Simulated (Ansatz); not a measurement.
# MoP: one input, then a changed one

The cell is COD entry 1539074, as deposited and not checked against the literature; nothing was relaxed. The listed cell was then made from it by scaling, straining or moving an atom.

First run: DFT, PBE, PAW with Ansatz's default frozen-core files, scalar-relativistic (Ansatz 0.2.0).

Command: `ansatz run input.yaml --threads 1 --pin off --max-ram 2048MiB --backend cpu --events-out ev --progress --plain --runs-dir out` The run took 4.8 s on 1 thread of Intel(R) Xeon(R) Platinum 8488C (Sapphire Rapids), with other jobs on the host, peak memory 0.47 GiB.

```yaml
crystal:
  lattice:
    - [3.2013685289, 0.0, 0.0]
    - [-1.6006842645, 2.7724664729, 0.0]
    - [0.0, 0.0, 3.1695832473]
  atoms:
    - { symbol: Mo, position: [0.0, 0.0, 0.0] }
    - { symbol: P, position: [0.3333333333, 0.6666666667, 0.5] }
kpoints:
  mp_grid: { grid: [15, 15, 13] }
scf:
  occupations: { method: fermi_dirac, width: 0.08 }
hamiltonian:
  xc: pbe
  pseudopotentials: { kind: paw }
output:
  forces: true
  stress: true
  eigenvalues: true
  efg: { contact_densities: true }
```

Result: converged; pressure 7.71 GPa; 6 SCF iterations.

Spin polarisation is left out, and whether a magnetic state lies lower isn't shown here.

A second input differs as follows:

```diff
@@ -8,7 +8,8 @@
     - { symbol: P, position: [0.3333333333, 0.6666666667, 0.5] }
 kpoints:
-  mp_grid: { grid: [15, 15, 13] }
+  mp_grid: { grid: [15, 14, 14] }
 scf:
   occupations: { method: fermi_dirac, width: 0.08 }
+  max_iter: 50
 hamiltonian:
   xc: pbe
```

Problem. Does the change harm the result?

Solution. Not here: the run converged; energy at zero smearing -0.8 meV/atom from the first run; pressure 7.70 GPa; 6 SCF iterations, so the odd setting did no harm in this case.
